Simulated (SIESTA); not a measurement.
Crystal: Al2Au.

```
CELL_PARAMETERS angstrom
0.00000 3.00000 3.00000
3.00000 0.00000 3.00000
3.00000 3.00000 0.00000
ATOMIC_POSITIONS crystal
Au 0.00000 0.00000 0.00000
Al 0.75000 0.75000 0.75000
Al 0.25000 0.25000 0.25000
```

Base run:

| Property | Result |
| --- | --- |
| Program | SIESTA 5.4.2 |
| Functional | PBE |
| Potentials or basis | Ansatz (PBE files) |
| Basis | DZP (energy shift 0.003 Ry; two zetas on semicore shells) |
| Grid cutoff | 800 Ry |
| Energy shift | 0.003 Ry |
| k mesh | 8 × 8 × 8 |
| Occupations | fermi-dirac, width 0.05 eV |
| Spin | no spin polarisation |

Its results: band gap on the k mesh none (metal or under the smearing width); pressure 4.6 GPa.

Question: The run is repeated on the same cell with these changes: potentials or basis from Ansatz (PBE files) to PseudoDojo 0.4 standard (PBE files). What comes out?

Answer: Band gap on the k mesh none (metal or under the smearing width); pressure 3.6 GPa.

Caveats: short orbitals over semicore shells can move pressures by several GPa; the basis of atomic orbitals isn't converged, which shifts pressures, moduli and gaps.
